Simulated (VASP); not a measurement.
Input of a VASP 6.6.1 run:

INCAR

```
PREC = Accurate
ENCUT = 600
EDIFF = 1E-7
ISMEAR = 1
SIGMA = 0.1
LREAL = F
LASPH = T
NELM = 80
ALGO = Normal
ISIF = 3
LWAVE = F
LCHARG = F
IBRION = 2
NSW = 90
EDIFFG = -0.005
```

KPOINTS

```
Automatic mesh
0
Gamma
  14 14 14
```

Contents of POSCAR:

```
Te                                      
1.0
   -1.8831101841      1.8831101841      1.8831101841
    1.8831101841     -1.8831101841      1.8831101841
    1.8831101841      1.8831101841     -1.8831101841
  Te            
     1
Direct
     0.0000000000000000    0.0000000000000000    0.0000000000000000
```

Potentials or basis: VASP PAW LDA potentials, release 64 (Te).

Command:

```bash
$ cat potpaw_LDA.64/Te/POTCAR > POTCAR
$ mpirun -np 1 vasp_std > vasp.out
```

(1) What does it give for the relaxed cell?

(2) Estimate the relaxed volume.

(3) Predict the space group after relaxing (to 0.05 Å).

Results:

(1) a = 3.261 Å, b = 3.261 Å, c = 3.261 Å, α = 109.47°, β = 109.47°, γ = 109.47°.

(2) 26.69 Å³/atom.

(3) Im-3m (No. 229).
